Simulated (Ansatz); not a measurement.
# Ge (Fd-3m) in Ansatz: reference runs

Reference runs on Ge: the cell as given and a disturbed copy.

All numbers are computed with Ansatz 0.2.0; they aren't measurements. Logs are shortened: lines on timing, memory, paths and dates and some standing lists are left out, and cuts for length are marked.

**Experimental background.**

From “Electronic and optical properties of SixGe1-x-ySny alloys lattice-matched to Ge”, 2021, arxiv:2109.02782, for a bulk crystal of Ge at 293 K: band gap 0.666 eV (indirect).

The results are compared with them further down.

### Step 1. The structure

It takes space group Fd-3m (No. 227, cubic). Conventional cell: a = 5.658 Å, b = 5.658 Å, c = 5.658 Å, α = 90.00°, β = 90.00°, γ = 90.00°. Ge (site symmetry -43m) has 4 Ge at 2.45 Å as nearest neighbours.

### Step 2. Single point, PBEsol

The input, input.yaml:

```yaml
crystal:
  lattice:
    - [0.0, 2.82891, 2.82891]
    - [2.82891, 0.0, 2.82891]
    - [2.82891, 2.82891, 0.0]
  atoms:
    - { symbol: Ge, position: [0.75, 0.75, 0.75] }
    - { symbol: Ge, position: [0.5, 0.5, 0.5] }
kpoints:
  mp_grid: { grid: [8, 8, 8] }
scf:
  occupations: { method: fermi_dirac, width: 0.05 }
hamiltonian:
  xc: pbesol
  pseudopotentials: { kind: all_electron, lapw: { basis_error: 0.001 } }
output:
  forces: true
  stress: true
  eigenvalues: true
  populations: true
```

Potentials or basis: all-electron LAPW, scalar-relativistic.

Started as:

```sh
ansatz run input.yaml --threads 1 --pin off --max-ram 3072MiB --backend cpu --events-out ev --progress --plain --runs-dir out
```

The program printed:

```text
Warning: RAYON_NUM_THREADS=1 ignored (pool sized by the plan → 1); use --threads N
Ge: projections on atomic orbitals take those of the free atom 1s2 2s2 2p6 3s2 3p6 3d10 4s2 4p2, of charge +0.00 (hamiltonian.pseudopotentials.projection_atoms)
LAPW: plane waves up to 9.115 Å⁻¹, error target 1.0e-3 eV per atom; small_component_spin mean_spin; Ge in spheres of 1.225 Å, 22 of its electrons in bands, Dirac shells [] (how accurate: hamiltonian.pseudopotentials.lapw.basis_error, Limitations)
Engine: ansatz 0.2.0, aarch64-unknown-linux-gnu
Pseudopotentials: kind: all_electron
Pseudopotential: Ge, LAPW, valence charge 22, lapw/all_electron/scalar/gaussian/Ge, Koelling and Harmon's equation, gaussian nucleus
Functional definition: PBEsol
  exchange = pbesol_x
  correlation = pbesol_c
Crystal: 2 atoms, lattice volume = 45.278 Å³
Basis set: ecut = 316.52810249866894 eV, 561 PW (Γ), exchange–correlation at level 2
Bands: 27, of which v1, the nominal top of the filled ones, is band 22 counted from 1 (21 counted from 0)
Symmetry: 48 space group operations
Space group: Fd-3m (ITA 227), of the structure as read, at distance tolerance 3.6e-5 Å
k-points: 29 of 512
Non-local potential: Ge, projectors of the file, none
Initial density: superposition of atomic densities (chi_scale 0.1, normalization cell)
Initial wavefunctions: plane waves of lowest kinetic energy (no species holds an atomic orbital)
Functional: x = pbesol(κ = 0.804, μ = 0.12345679012345678), c = pbesol(β = 0.046)
iter 1 solved again at ethr=9.36e-4 eV; its pass at ethr=1.00e-1 eV (dr2=4.12e-1 eV) is discarded
SCF iter   1: F=—  HF=-114149.784015 eV  |F-HF|=—  |Δ(HF+E_count)|=         —  Δρ=2.89e-2  dr2=4.14e-1  ethr=9.36e-4  ⟨swp⟩=2.2  Hψ=4818  notcnv=0
preconditioner: auto → none  [insulator: Δε(μ)=0.215 eV  Ē_g=24.226 eV  σ=0.050 eV  W_gap=0.60  n_scr=14 (ndim 8)  ℏωp=29.2 eV  f_vac=0.091  D(μ)=0.07/eV (n_scr^D=0)  ε∞_Penn≈2.5]
SCF iter   2: F=—  HF=-114149.683810 eV  |F-HF|=—  |Δ(HF+E_count)|=   1.00e-1  Δρ=1.26e-2  dr2=7.35e-2  ethr=9.36e-4  ⟨swp⟩=2.0  Hψ=2320  notcnv=0
iter 3 solved again at ethr=6.69e-7 eV; its pass at ethr=1.67e-4 eV (dr2=2.94e-4 eV) is discarded
SCF iter   3: F=—  HF=-114149.670788 eV  |F-HF|=—  |Δ(HF+E_count)|=   1.30e-2  Δρ=1.13e-3  dr2=2.97e-4  ethr=6.69e-7  ⟨swp⟩=2.8  Hψ=3977  notcnv=0
SCF iter   4: F=—  HF=-114149.666753 eV  |F-HF|=—  |Δ(HF+E_count)|=         —  Δρ=4.30e-4  dr2=4.53e-5  ethr=6.69e-7  ⟨swp⟩=3.0  Hψ=2353  notcnv=0
the basis was enlarged: its passes take 144.7 KiB over the memory plan, 1 of 1 planned eigensolver slots
SCF iter   5: F=—  HF=-114149.666769 eV  |F-HF|=—  |Δ(HF+E_count)|=   1.66e-5  Δρ=6.01e-5  dr2=1.04e-6  ethr=1.03e-7  ⟨swp⟩=3.0  Hψ=2238  notcnv=0
SCF iter   6: F=-114149.666771 eV  HF=-114149.666771 eV  |F-HF|=2.14e-8  |Δ(HF+E_count)|=   1.73e-6  Δρ=6.75e-6  dr2=1.46e-8  ethr=2.37e-9  ⟨swp⟩=3.0  Hψ=2296  notcnv=0
SCF 1 converged in 6 iterations: F = -114149.666771 eV  dr2 = 1.46e-8
SCF converged after 6 iterations
Free energy (F): -114149.666771 eV
Harris-Foulkes:  -114149.666771 eV  (|F-HF|=2.14e-8)
Internal energy: -114149.665846 eV  (E = F + TS)
E sigma→0 (E₀):  -114149.666308 eV
Entropy (-TS):   -0.000925 eV (-0.462 meV/atom)
Fermi energy:    9.875829 eV
--- Per-component energies (eV) ---
  E_band       = -2087.233555
  E_kinetic    = 116531.831473
  E_xc         = -4256.205789
  E_electrostatic = -226425.291530  (all electrons and nuclei)
  E_smearing   = -0.000925  (= −TS)
  E_closure    = 0.000000  (closes the sum)
  E_atoms      = -114139.838039  (free atoms, spherical and without spin; not in F)
  Σ components = -114149.666771   (vs F -114149.666771, Δ=0.00e0)
  Basis errors (estimates in eV, not in F): energy 4.3e-4 per atom: plane waves 4.0e-4 (2.3e-4 summed), levels above the bands 1.6e-66, relativity 1.3e-8, radial functions 3.7e-5, core shells 6.6e-11; eigenvalues (radial functions only) 4.2e-7; not estimated: angular momenta, meshes, grids; target (lapw.basis_error) 1.0e-3; muffin-tin radii Ge 1.225 Å
--- Forces (eV/Å), atoms counted from 1 ---
  atom   1  Ge     0.00000000     0.00000000     0.00000000
  atom   2  Ge     0.00000000     0.00000000    -0.00000000
  max |Σ_I F_I| component: 1.16e-18 eV/Å
--- Stress (GPa, compression-positive) ---
        0.645380       0.000000      -0.000000
        0.000000       0.645380      -0.000000
       -0.000000      -0.000000       0.645380
  P = ⅓ Tr σ = 0.6454 GPa (6.454 kbar)
--- Band table (eV; the first three rows and the last of 29) ---
  k-point 0: bands = ["-153.5429", "-153.5405", "-100.8549", "-100.8549", "-100.8549", "-100.8461", "-100.8461", "-100.8461", "-14.9565", "-14.9565", "-14.9565", "-14.9205", "-14.9205", "-14.7085", "-14.7085", "-14.7085", "-14.6957", "-14.6957", "-2.9387", "9.8445", "9.8556", "9.8556", "9.8556", "12.3833", "12.3833", "12.3833", "16.0809"]
  k-point 1: bands = ["-153.5429", "-153.5406", "-100.8550", "-100.8550", "-100.8547", "-100.8463", "-100.8460", "-100.8460", "-14.9646", "-14.9646", "-14.9540", "-14.9091", "-14.9091", "-14.7208", "-14.7208", "-14.7115", "-14.6852", "-14.6852", "-2.7480", "7.4834", "9.5186", "9.5186", "10.8554", "12.8331", "12.8331", "13.3025", "17.0366"]
  k-point 2: bands = ["-153.5427", "-153.5408", "-100.8552", "-100.8552", "-100.8544", "-100.8466", "-100.8458", "-100.8458", "-14.9747", "-14.9747", "-14.9478", "-14.8918", "-14.8918", "-14.7347", "-14.7347", "-14.7188", "-14.6748", "-14.6748", "-2.1945", "5.1190", "8.9702", "8.9702", "10.4718", "13.4605", "13.4605", "15.4261", "17.7094"]
  k-point 28: bands = ["-153.5417", "-153.5417", "-100.8560", "-100.8560", "-100.8505", "-100.8505", "-100.8450", "-100.8450", "-15.0043", "-15.0043", "-14.8621", "-14.8621", "-14.8132", "-14.8132", "-14.7809", "-14.7809", "-14.6417", "-14.6417", "1.0554", "1.0554", "5.9190", "5.9190", "14.1400", "14.1400", "14.4885", "14.4885", "20.8204"]
--- Löwdin populations: 2 sites ---
  site symbol       q [e]
     0     Ge     31.9793
     1     Ge     31.9793
  spilling = 0.000648 (of n_electrons = 64.000000)
```

It took 8.9 s on 1 thread of Arm Neoverse V1, shared host; peak memory 0.28 GiB.

What came out:

```
Free energy            : -114149.6668 eV
Pressure               : 0.6 GPa
Band gap on the k mesh : none (metal or under the smearing width)
```

Caveat: this crystal is a semiconductor, whose small gap the functional closes, so the metal is an error of the method.

### Step 3. Single point, PBEsol (atoms moved at random, drawn with an rms of 0.05 Å)

Edit input.yaml of step 2 so:

```diff
@@ -6,4 +6,4 @@
   atoms:
-    - { symbol: Ge, position: [0.75, 0.75, 0.75] }
-    - { symbol: Ge, position: [0.5, 0.5, 0.5] }
+    - { symbol: Ge, position: [0.760966, 0.733256, 0.753339] }
+    - { symbol: Ge, position: [0.493445, 0.489395, 0.51015] }
 kpoints:
```

Potentials or basis: all-electron LAPW, scalar-relativistic.

Started as:

```sh
ansatz run input.yaml --threads 1 --pin off --max-ram 3072MiB --backend cpu --events-out ev --progress --plain --runs-dir out
```

The program printed:

```text
Warning: RAYON_NUM_THREADS=1 ignored (pool sized by the plan → 1); use --threads N
Ge: projections on atomic orbitals take those of the free atom 1s2 2s2 2p6 3s2 3p6 3d10 4s2 4p2, of charge +0.00 (hamiltonian.pseudopotentials.projection_atoms)
LAPW: plane waves up to 9.389 Å⁻¹, error target 1.0e-3 eV per atom; small_component_spin mean_spin; Ge in spheres of 1.196 Å, 22 of its electrons in bands, Dirac shells [] (how accurate: hamiltonian.pseudopotentials.lapw.basis_error, Limitations)
[... 6 set-up lines as earlier in the session ...]
Crystal: 2 atoms, lattice volume = 45.278 Å³
Basis set: ecut = 335.8525695866984 eV, 609 PW (Γ), exchange–correlation at level 2
Bands: 27, of which v1, the nominal top of the filled ones, is band 22 counted from 1 (21 counted from 0)
Symmetry: 2 space group operations
Space group: P-1 (ITA 2), of the structure as read, at distance tolerance 3.6e-5 Å
k-points: 260 of 512
[... 2 set-up lines as earlier in the session ...]
[... 23 lines left out ...]
  E_kinetic    = 116531.975390
  E_xc         = -4256.211737
  E_electrostatic = -226425.410428  (all electrons and nuclei)
  E_smearing   = -0.000926  (= −TS)
  E_closure    = 0.000000  (closes the sum)
  E_atoms      = -114139.838039  (free atoms, spherical and without spin; not in F)
  Σ components = -114149.647701   (vs F -114149.647701, Δ=0.00e0)
  Basis errors (estimates in eV, not in F): energy 4.4e-4 per atom: plane waves 4.0e-4 (2.3e-4 summed), levels above the bands 1.6e-66, relativity 1.3e-8, radial functions 4.6e-5, core shells 7.0e-11; eigenvalues (radial functions only) 4.4e-7; not estimated: angular momenta, meshes, grids; target (lapw.basis_error) 1.0e-3; muffin-tin radii Ge 1.196 Å
--- Forces (eV/Å), atoms counted from 1 ---
  atom   1  Ge     0.43133809    -0.36787894    -0.38669305
  atom   2  Ge    -0.43133809     0.36787894     0.38669305
  max |Σ_I F_I| component: 0.00e0 eV/Å
--- Stress (GPa, compression-positive) ---
        0.772057      -1.079106      -1.022826
       -1.079106       0.791969       1.211659
       -1.022826       1.211659       0.786358
  P = ⅓ Tr σ = 0.7835 GPa (7.835 kbar)
--- Band table (eV; the first three rows and the last of 260) ---
  k-point 0: bands = ["-153.5477", "-153.5452", "-100.8598", "-100.8598", "-100.8594", "-100.8525", "-100.8522", "-100.8475", "-14.9800", "-14.9537", "-14.9521", "-14.9259", "-14.9257", "-14.7183", "-14.7175", "-14.7035", "-14.7003", "-14.7001", "-2.9433", "9.5501", "9.8431", "9.9947", "10.0289", "12.2468", "12.2717", "12.6214", "16.0759"]
  k-point 1: bands = ["-153.5476", "-153.5453", "-100.8598", "-100.8597", "-100.8595", "-100.8526", "-100.8522", "-100.8475", "-14.9859", "-14.9610", "-14.9497", "-14.9165", "-14.9147", "-14.7268", "-14.7214", "-14.7198", "-14.6932", "-14.6857", "-2.7544", "7.5458", "9.3031", "9.6558", "10.8160", "12.6974", "12.9823", "13.3336", "17.0223"]
  k-point 2: bands = ["-153.5474", "-153.5454", "-100.8600", "-100.8597", "-100.8593", "-100.8527", "-100.8520", "-100.8474", "-14.9947", "-14.9693", "-14.9427", "-14.9003", "-14.8985", "-14.7389", "-14.7353", "-14.7291", "-14.6856", "-14.6743", "-2.2078", "5.1888", "8.7858", "9.1104", "10.4099", "13.2538", "13.6406", "15.4477", "17.6791"]
  k-point 259: bands = ["-153.5471", "-153.5457", "-100.8603", "-100.8600", "-100.8588", "-100.8527", "-100.8520", "-100.8474", "-15.0018", "-14.9729", "-14.9367", "-14.8850", "-14.8848", "-14.7488", "-14.7481", "-14.7359", "-14.6809", "-14.6652", "-0.8808", "2.3039", "8.2747", "8.6108", "9.9332", "13.3003", "13.7736", "16.7951", "20.3529"]
--- Löwdin populations: 2 sites ---
  site symbol       q [e]
     0     Ge     31.9791
     1     Ge     31.9791
  spilling = 0.000652 (of n_electrons = 64.000000)
```

populations.tsv:

```text
# site	symbol	l	j	q
# orbitals = lowdin
# n_electrons = 64.000000
# spilling = 0.000652
# projection_atom_Ge: 1s2 2s2 2p6 3s2 3p6 3d10 4s2 4p2
0	Ge	0_1S	-	1.999988
0	Ge	0_2S	-	1.999430
0	Ge	0_3S	-	1.987419
0	Ge	0_4S	-	1.316913
0	Ge	1_2P	-	5.999988
0	Ge	1_3P	-	5.996747
0	Ge	1_4P	-	2.683807
0	Ge	2_3D	-	9.994835
1	Ge	0_1S	-	1.999988
1	Ge	0_2S	-	1.999430
1	Ge	0_3S	-	1.987419
1	Ge	0_4S	-	1.316913
1	Ge	1_2P	-	5.999988
1	Ge	1_3P	-	5.996747
1	Ge	1_4P	-	2.683807
1	Ge	2_3D	-	9.994835
```

Wall time 81 s (1 thread of Arm Neoverse V1, shared host); peak memory 0.84 GiB.

Results:

```yaml
Free_energy: -114149.6477 eV
Pressure: 0.8 GPa
Largest_force: 0.686 eV/Å
Band_gap_on_the_k_mesh: none (metal or under the smearing width)
```

Forces in eV/Å, atoms in the order of the input:
```
Ge   0.431 -0.368 -0.387
Ge  -0.431  0.368  0.387
```

Levels at points of the mesh, in eV from the Fermi level:
```
              k point  band 18  band 19  band 20  band 21  band 22  band 23  band 24  band 25  band 26  band 27
   (0.00, 0.00, 0.00)   -24.59   -12.83    -0.34    -0.05     0.11     0.14     2.36     2.38     2.73     6.19
  (0.00, 0.00, -0.50)   -24.55   -10.78    -7.55    -1.61    -1.29     0.03     3.41     3.87     6.90    10.50
  (0.00, -0.50, 0.00)   -24.55   -10.78    -7.56    -1.61    -1.29     0.03     3.41     3.87     6.90    10.49
 (0.00, -0.50, -0.50)   -24.54    -9.07    -8.80    -3.17    -3.07     0.52     0.73     9.37     9.54    11.30
  (-0.50, 0.00, 0.00)   -24.55   -10.60    -7.95    -1.43    -1.40     0.23     3.73     3.77     7.01    10.10
 (-0.50, 0.00, -0.50)   -24.54    -9.05    -8.83    -3.16    -3.08     0.54     0.71     9.38     9.53    11.32
 (-0.50, -0.50, 0.00)   -24.54    -9.06    -8.82    -3.16    -3.08     0.53     0.72     9.38     9.53    11.31
(-0.50, -0.50, -0.50)   -24.55   -10.77    -7.58    -1.61    -1.28     0.04     3.41     3.89     6.91    10.46
```

### Step 4. Against experiment

Step 2. A measured gap of Ge is 0.666 eV (indirect; 293 K; “Electronic and optical properties of SixGe1-x-ySny alloys lattice-matched to Ge”, 2021, arxiv:2109.02782); the calculated 0.00 eV misses it by -0.67 eV. 3 values of this kind are on record (0.666 to 0.807 eV); this one was drawn at random among those near their median. Spin-orbit coupling on Ge is left out. The value is that of PBEsol on a finite k mesh, which can miss the band edges, without temperature or zero-point motion. Semilocal functionals fall short of measured gaps as a rule.
